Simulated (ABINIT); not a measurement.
Crystal: Au.

```
Au
1.0
     0.00000    2.03500    2.03500
     2.03500    0.00000    2.03500
     2.03500    2.03500    0.00000
Au
1
Direct
  0.00000 0.00000 0.00000
```

Program: ABINIT 10.8.3 (patched build). Alike in all runs: no spin polarisation; cell as given; smearing fermi-dirac 0.05 eV. Hardware: 1 thread of Arm Neoverse V2 (shared host).

Question: Order these runs on this cell by their wall time, lowest first.
A. task band structure; level HCTH407; potentials or basis JTH PAW PBE v2.0; k mesh 11 × 11 × 11; cutoff (eV) 680; fine-grid cutoff 1278.94 eV
B. task band structure; level r2SCAN; potentials or basis JTH PAW LDA v2.0; k mesh 11 × 11 × 11; cutoff (eV) 816; fine-grid cutoff 1414.99 eV
C. task single point; level LDA; potentials or basis JTH PAW LDA v2.0; k mesh 9 × 9 × 9; cutoff (eV) 680; fine-grid cutoff 1278.94 eV

Answer: C (15 s), A (97 s), B (330 s).

Runs at the PBE level aren't shown here.
